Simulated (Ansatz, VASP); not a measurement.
Given: the input of a run of VASP 6.6.1 on CoO.

File INCAR:

```
PREC = Accurate
ENCUT = 520
EDIFF = 1E-6
ISMEAR = -1
SIGMA = 0.05
LREAL = F
LASPH = T
NELM = 100
ALGO = Fast
ISIF = 2
LWAVE = F
LCHARG = F
ISPIN = 2
MAGMOM = 2 0
LORBIT = 11
LMAXMIX = 4
GGA = PE
IBRION = 2
NSW = 60
EDIFFG = -0.01
```

File KPOINTS:

```
Automatic mesh
0
Gamma
  8 8 7
```

Contents of POSCAR:

```
CoO
1.0
    2.8567345000      0.0000000000      0.0000000000
   -1.4283723000      2.4495100000      0.0000000000
    0.0000000000      0.0000000000      2.7217200000
Co O
1 1
Direct
    0.0000000000      0.0000000000      0.5000000000
    0.6666700000      0.3333300000      0.0000000000
```

Potentials or basis: VASP PAW PBE potentials, release 64 (Co, O).

Command:

```sh
$ cat potpaw_PBE.64/Co/POTCAR potpaw_PBE.64/O/POTCAR > POTCAR
$ mpirun -np 1 vasp_std > vasp.out
```

Question: Translate it to Ansatz 0.2.0. Potentials there: Ansatz PAW.

Answer: As run (the cutoff follows the program's own potentials):

The input input.yaml:

```yaml
crystal:
  lattice:
    - [2.8567345, 0.0, 0.0]
    - [-1.4283723, 2.44951, 0.0]
    - [0.0, 0.0, 2.72172]
  atoms:
    - { symbol: Co, position: [0.0, 0.0, 0.5], spin: 2.0 }
    - { symbol: O, position: [0.66667, 0.33333, 0.0] }
hamiltonian:
  xc: pbe
  pseudopotentials: { kind: paw }
magnetization:
  spin_polarized: true
kpoints:
  mp_grid: { grid: [8, 8, 7] }
scf:
  occupations: { method: fermi_dirac, width: 0.05 }
output:
  forces: true
  stress: true
  eigenvalues: true
relax:
  f_tol: 0.01
  max_steps: 40
```

Potentials or basis: Ansatz PAW.

Launch:

```sh
$ ansatz run input.yaml --threads 2 --pin off --max-ram 5632MiB --backend cpu --events-out ev --progress --plain --runs-dir out
```

Both were run:

|  | VASP | Ansatz | Ansatz less VASP |
| --- | --- | --- | --- |
| gap on the k mesh at the Fermi level, each at its own relaxed structure (eV) | none | none | - |
| net moment per atom (μB) | 1.50 | 1.50 | 0.000 |
| size of the moment on the site where the two differ most (μB) | 2.55 | 2.50 | -0.045 |

Site moments also hang on the region over which each program counts them. A gap of «none» marks a metal or a gap that the smearing closes. The two sets of potentials don't hold the same shells in valence.

Caveats: a cell with one magnetic atom can't hold antiferromagnetic order, which such compounds often take; semilocal functionals often make such compounds metallic where correlation or magnetic order opens a gap, which also shifts bond lengths; the relaxation stopped at its first step, so nothing moved (VASP).
